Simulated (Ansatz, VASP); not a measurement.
# Cross-check of Sn24O47 (V_O) between VASP and Ansatz, part 2 of 2

Aim: how closely do two programs agree when they are given the same cell, functional and k mesh? The cell is taken from a series of runs on this material, whose earlier steps may have relaxed, scaled, displaced or heated it; both programs get it as it stands.

VASP 6.6.1 and Ansatz 0.2.0.

So far. Step 2 (VASP: single point, PBEsol, pair 1): The run ends at a pressure of 1.18 GPa, with forces up to 0.054 eV/Å.

## (5) VASP: single point, PBEsol, pair 2

Level of this step: PBEsol; plane waves and PAW (Sn_d, O) (VASP).

A single point gives forces, pressure and levels at one fixed geometry, so differences don't come from the geometry; what else differs is listed under the comparison.

File INCAR:

```
SYSTEM = Sn24O47
PREC = Accurate
ENCUT = 520
EDIFF = 1E-06
NELM = 120
ISMEAR = -1
SIGMA = 0.01
LREAL = Auto
ALGO = Normal
GGA = PS
NBANDS = 360
LORBIT = 11
LWAVE = .FALSE.
LCHARG = .FALSE.
ISIF = 2
ISYM = 0
LASPH = .TRUE.
GGA_COMPAT = .FALSE.
EFERMI = MIDGAP
KPAR = 4
```

File POSCAR:

```
Sn24O47
1.0
    9.5375476366      0.0000000000      0.0000000000
    0.0000000000      9.5401849009      0.0000000000
    0.0000000000      0.0000000000      9.6357256827
Sn O
24 47
Direct
    0.2488741758      0.2497943153      0.1661867492
    0.0031082155      0.9962603391      0.9997791150
    0.2481884870      0.2481859005      0.4998146145
    0.9967152962      0.0025605363      0.3316605700
    0.2489686283      0.2499668489      0.8334884233
    0.9967848565      0.0026423110      0.6678999655
    0.2508929401      0.7484925401      0.1666731289
    0.9990555366      0.5005008561      0.9997783397
    0.2389409146      0.7604098973      0.4997901936
    0.9994384319      0.4985141873      0.3333648439
    0.2508586696      0.7484599065      0.8328964019
    0.9994482832      0.4984656137      0.6661599471
    0.7517093892      0.2476997053      0.1652666329
    0.4988625979      0.0002865250      0.9997647624
    0.7498798881      0.2494616081      0.4997706924
    0.5008688638      0.9999076007      0.3333800464
    0.7516483540      0.2476531164      0.8342820235
    0.5008402206      0.9999126186      0.6661861456
    0.7494076805      0.7503958090      0.1660563513
    0.4994748071      0.4998970631      0.9997742887
    0.7511679824      0.7511667475      0.4997185359
    0.5059284862      0.4933015389      0.3255021347
    0.7495867374      0.7504962515      0.8333573267
    0.5060712430      0.4934674840      0.6740382815
    0.1532079448      0.1516360962      0.9997166605
    0.4012735771      0.0955728431      0.1678716605
    0.0964839692      0.4033349093      0.1664989489
    0.3471062289      0.3460722942      0.9999625074
    0.1522742546      0.1530980892      0.3327211118
    0.4010422432      0.0949471361      0.4997919781
    0.0945277276      0.4005095799      0.4997603343
    0.3451554488      0.3503260822      0.3352457435
    0.1523665009      0.1531192641      0.6669058194
    0.4016121082      0.0959870374      0.8317392209
    0.0964660806      0.4033951492      0.8331341312
    0.3450148485      0.3508270045      0.6643861026
    0.1536302892      0.6524034291      0.9997701030
    0.4040322342      0.5956262660      0.1666624589
    0.0980302057      0.9014119847      0.1693185238
    0.3470493301      0.8456268605      0.9997907499
    0.1596781275      0.6475766384      0.3365611322
    0.0917386033      0.9077474998      0.4997818884
    0.3522195227      0.8391792417      0.3367796034
    0.1601525776      0.6471489815      0.6627694533
    0.4036695829      0.5952738520      0.8328934258
    0.0980090149      0.9013962323      0.8302332476
    0.3518204141      0.8396316904      0.6630218795
    0.6528414214      0.1519977078      0.9997961281
    0.9036476255      0.0956278373      0.1644324540
    0.5989028837      0.4007313326      0.1626757643
    0.8474819076      0.3463841771      0.9997555608
    0.6512125828      0.1556446187      0.3329264948
    0.9015362942      0.0976796578      0.4997677753
    0.5924171383      0.4070553595      0.4997783395
    0.8436404698      0.3481811544      0.3330596667
    0.6510736046      0.1557986079      0.6664934595
    0.9035880794      0.0955799180      0.8351244212
    0.5987530388      0.4005929695      0.8368686802
    0.8438038955      0.3480339030      0.6666120750
    0.6532229766      0.6523462080      0.9995740223
    0.9032850133      0.5976534307      0.1678094500
    0.5960526396      0.9029750084      0.1664249038
    0.8478287327      0.8460527166      0.9998279357
    0.6484453215      0.6544526763      0.3351478982
    0.9043131095      0.5982121370      0.4997577609
    0.5989048948      0.9049014415      0.4997834862
    0.8463882886      0.8468372080      0.3326484516
    0.6489508873      0.6542972065      0.6642777974
    0.9036969654      0.5979839691      0.8316615955
    0.5961195100      0.9029612043      0.8330502103
    0.8463719900      0.8469714498      0.6668074184
```

File KPOINTS:

```
Points of the shifted mesh
8
Reciprocal
 0.2500000000  0.2500000000  0.2500000000 1
 0.2500000000  0.2500000000  0.7500000000 1
 0.2500000000  0.7500000000  0.2500000000 1
 0.2500000000  0.7500000000  0.7500000000 1
 0.7500000000  0.2500000000  0.2500000000 1
 0.7500000000  0.2500000000  0.7500000000 1
 0.7500000000  0.7500000000  0.2500000000 1
 0.7500000000  0.7500000000  0.7500000000 1
```

The projector-augmented-wave data sets are Sn_d and O (PBE family, release 64).

Launch:

```sh
$ mpirun -np 8 vasp_std
```

Numbers of over 12 decimals in the logs are rounded to 6 here.

The log of the run:

```text
[banner, memory and clock lines left out]
running    8 mpi-ranks, on    1 nodes
[...]
[... a notice as in an earlier step ...]

 [... a notice as in an earlier step ...]

 LDA part: xc-table for (Slater+PW92), standard interpolation
 POSCAR, INCAR and KPOINTS ok, starting setup
[...]
entering main loop
       N       E                     dE             d eps       ncg     rms          rms(c)
DAV:   1     0.138144833595E+05    0.13814E+05   -0.23189E+05  5760   0.272E+03
DAV:   2     0.299089639382E+04   -0.10824E+05   -0.10413E+05  5760   0.861E+02
DAV:   3    -0.972684213078E+02   -0.30882E+04   -0.29409E+04  6024   0.350E+02
DAV:   4    -0.509776698909E+03   -0.41251E+03   -0.40266E+03  6736   0.135E+02
[...]
DAV:  14    -0.466699787621E+03   -0.26860E-05   -0.44863E-05  7304   0.246E-02    0.908E-03
DAV:  15    -0.466699785675E+03    0.19463E-05   -0.12844E-05  7744   0.139E-02    0.462E-03
DAV:  16    -0.466699784917E+03    0.75743E-06   -0.41593E-06  4080   0.795E-03
   1 F= -.46669978E+03 E0= -.46669978E+03  d E =0.000000E+00
```

From OUTCAR (step 5):

```text
 POSITION                                       TOTAL-FORCE (eV/Angst)
 -----------------------------------------------------------------------------------
      2.37365      2.38308      1.60133         0.099656      0.074141      0.087512
      0.02964      9.50451      9.63360         0.038755     -0.043192     -0.001323
      2.36711      2.36774      4.81608         0.123424      0.130539      0.008721
      9.50622      0.02443      3.19579         0.025059     -0.021494      0.036879
      2.37455      2.38473      8.03127         0.103565      0.080105     -0.104470
      9.50688      0.02521      6.43570         0.023366     -0.027263     -0.035157
      2.39290      7.14076      1.60602         0.094185     -0.091959      0.102574
      9.52854      4.77487      9.63359         0.041313      0.049904      0.001156
      2.27891      7.25445      4.81584         0.439899     -0.436702     -0.003115
      9.53219      4.75592      3.21221         0.063934      0.070761      0.015275
      2.39258      7.14045      8.02556         0.088390     -0.100184     -0.111786
      9.53229      4.75545      6.41893         0.070970      0.071510     -0.023551
      7.16946      2.36310      1.59246        -0.047150      0.049450      0.053454
      4.75793      0.00273      9.63346        -0.050160     -0.032735      0.000840
[...]
-----------------------------------------------------------------------------------
    total drift:                                0.009521     -0.014974      0.004916

  FREE ENERGIE OF THE ION-ELECTRON SYSTEM (eV)
  ---------------------------------------------------
  free  energy   TOTEN  =      -466.6997849171 eV

  energy  without entropy=     -466.6997849171  energy(sigma->0) =     -466.69978492
```

The run ends at a pressure of 2.62 GPa, with forces up to 0.75 eV/Å.

## (6) Ansatz: single point, PBEsol, pair 2

The same cell, functional, mesh and smearing now go to Ansatz.

The cell is taken from a series of runs on this material, whose earlier steps may have relaxed, scaled, displaced or heated it; both programs get it as it stands.

File input.yaml:

```yaml
crystal:
  checkpoint: "../qp1_M1.relax.run"
  host: checkpoint
basis:
  ecutwfc: 420
  xc_grid: 2
hamiltonian:
  xc: pbesol
kpoints:
  mp_grid: { grid: [2, 2, 2], shift: [0.5, 0.5, 0.5] }
scf:
  occupations: { method: fermi_dirac, width: 0.01 }
  max_iter: 100
output:
  forces: true
  eigenvalues: true
  charged_corrections: { defect_position: [0.403109, 0.596833, 0.5] }
checkpoint:
  read: "../qp1_M1.relax.run"
  write: "../qp1_M1.point_neutral.run"
  compress: false
  write_wavefunctions: false
  write_every: 100000
```

Launch:

```sh
$ ansatz run input.yaml --threads 8 --pin off --max-ram 22609MiB --backend cpu --events-out ev --progress --plain --runs-dir out
```

The log of the run:

```text
Warning: checkpoint.read: spin treatment differs: saved collinear, current unpolarized; the saved charge density seeds this run and the saved magnetisation is not carried: this deck is unpolarised; the saved density holds an absolute magnetisation of 1.1e0 μB; saved orbitals and DFT+U occupations are not carried; the saved PAW projector densities are carried summed over spin
[...]
SCF iter   9: F=-169154.342049 eV  HF=-169154.342049 eV  |F-HF|=3.93e-8  |Δ(HF+E_count)|=   9.46e-8  Δρ=3.06e-6  dr2=6.60e-8  ethr=1.62e-11  ⟨swp⟩=10.5  Hψ=5860  notcnv=0
SCF 1 converged in 9 iterations: F = -169154.342049 eV  dr2 = 6.60e-8
[...]
SCF converged after 9 iterations
Free energy (F): -169154.342049 eV
[...]
k-point 2: bands = [... 305 lower, 8.4825, 8.5027, 8.8016, 10.5049, 11.5868, 12.3166, 12.5220, 12.7276, ... 45 higher]
  k-point 3: bands = [... 305 lower, 8.4825, 8.5027, 8.8016, 10.5049, 11.5868, 12.3167, 12.5219, 12.7275, ... 45 higher]
```

## (7) Side by side

Compared:

```csv
quantity,Ansatz,VASP,difference
gap on the k mesh (eV),1.059,1.060,0.000
```

Forces on 7 of the 71 atoms, those with the largest forces and the largest differences (eV/Å; atoms numbered as in POSCAR):

```csv
atom,"Ansatz x, y, z","VASP x, y, z"
Sn9,"0.410, -0.408, -0.001","0.440, -0.437, -0.003"
Sn22,"-0.287, 0.296, 0.569","-0.319, 0.324, 0.602"
Sn24,"-0.298, 0.285, -0.568","-0.332, 0.311, -0.597"
O36,"-0.193, -0.234, 0.097","-0.193, -0.229, 0.094"
O54,"0.444, -0.445, -0.001","0.466, -0.466, -0.002"
O64,"0.233, 0.191, -0.097","0.229, 0.189, -0.095"
O68,"0.204, 0.183, 0.113","0.197, 0.181, 0.112"
```

The forces differ by 11 meV/Å r.m.s., which is 8.6 % of the r.m.s. force of 0.126 eV/Å (both taken over all components). A gap on the mesh is an upper bound, since the band edges may lie between its points.

## (8) What came out

- difference in gap on the k mesh (single point, PBEsol, pair 1): -0.0036 eV
- r.m.s. force difference (single point, PBEsol, pair 1): 11 meV/Å
- r.m.s. force difference (single point, PBEsol, pair 2): 11 meV/Å

In words: The r.m.s. force difference is 11 meV/Å (single point, PBEsol, pair 2), within the 12 meV/Å picked in this series as the mark of a large difference. How closely two codes agree says nothing of how well the functional describes the real material.

[Lines on the potential files, build, host, timing and source positions are cut from VASP's logs without a mark.]

[Logs are printed without paths, hosts, clocks, repeated set-up lines and the standing remarks that a program may print on its own settings, such as how far it seeks lower states.]

[Hosts, paths, dates, database ids (printed as entryN), source tags and the programs' standing remarks are cut or masked in the printed files.]
